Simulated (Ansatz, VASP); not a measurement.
## One calculation of AlN, two programs

POSCAR

```
AlN
1.0
    3.1100000000      0.0000000000      0.0000000000
   -1.5550000000      2.6933390058      0.0000000000
    0.0000000000      0.0000000000      4.9800000000
Al N
2 2
Direct
    0.3333333333      0.6666666667      0.0000000000
    0.6666666667      0.3333333333      0.5000000000
    0.3333333333      0.6666666667      0.3820000000
    0.6666666667      0.3333333333      0.8820000000
```

The input INCAR.step1:

```
SYSTEM = AlN
PREC = Accurate
ENCUT = 600
ISMEAR = 0
SIGMA = 0.01
LREAL = .False.
LASPH = .True.
NELM = 60
GGA = PE
ALGO = Normal
EDIFF = 1E-4
LWAVE = .True.
LCHARG = .False.
```

INCAR.step2

```
SYSTEM = AlN
PREC = Accurate
ENCUT = 600
EDIFF = 1E-7
ISMEAR = 0
SIGMA = 0.01
LREAL = .False.
LASPH = .True.
NELM = 60
ALGO = Normal
ISIF = 3
LWAVE = .False.
LCHARG = .False.
METAGGA = R2SCAN
LMIXTAU = .True.
IBRION = 2
NSW = 80
EDIFFG = -0.01
ISTART = 1
```

File KPOINTS:

```
regular mesh
0
Gamma
  8 8 5
  0 0 0
```

Input for Ansatz:

```yaml
crystal:
  lattice:
    - [3.11, 0.0, 0.0]
    - [-1.555, 2.6933390058, 0.0]
    - [0.0, 0.0, 4.98]
  atoms:
    - { symbol: Al, position: [0.3333333333, 0.6666666667, 0.0] }
    - { symbol: Al, position: [0.6666666667, 0.3333333333, 0.5] }
    - { symbol: "N", position: [0.3333333333, 0.6666666667, 0.382] }
    - { symbol: "N", position: [0.6666666667, 0.3333333333, 0.882] }
scf:
  occupations: { method: fixed }
output:
  forces: true
  stress: true
  eigenvalues: true
hamiltonian:
  xc: r2scan
kpoints:
  mp_grid: { grid: [8, 8, 5] }
relax:
  f_tol: 0.01
  max_steps: 60
  cell: { stress_tol: 0.05 }
```

Alike in both runs: task relaxation of cell and atoms; functional r2SCAN; k mesh 8 × 8 × 5; no spin polarisation.

```csv
,VASP,Ansatz
version,VASP 6.6.1,Ansatz 0.2.0
potentials or method,"VASP PAW PBE potentials, release 64 (Al, N)","scalar-relativistic, plane waves, PAW"
plane-wave cutoff (eV),600,500
occupations,"gaussian, width 0.01 eV",fixed
valence electrons in the cell,16,16
```

|  | VASP | Ansatz | Ansatz less VASP |
| --- | --- | --- | --- |
| gap on the k mesh at the Fermi level, each at its own relaxed structure (eV) | 4.93 | 4.88 | -0.048 |
| relaxed volume (Å³/atom) | 10.39 | 10.40 | +0.014 |
| relaxed cell length with the largest relative difference (Å) | 4.974 | 4.978 | +0.0040 |

Caveats: the PAW data sets were made with another functional, which shifts forces and pressure a little (VASP). r2SCAN opens gaps a little over a GGA but as a rule still falls short of measured ones.
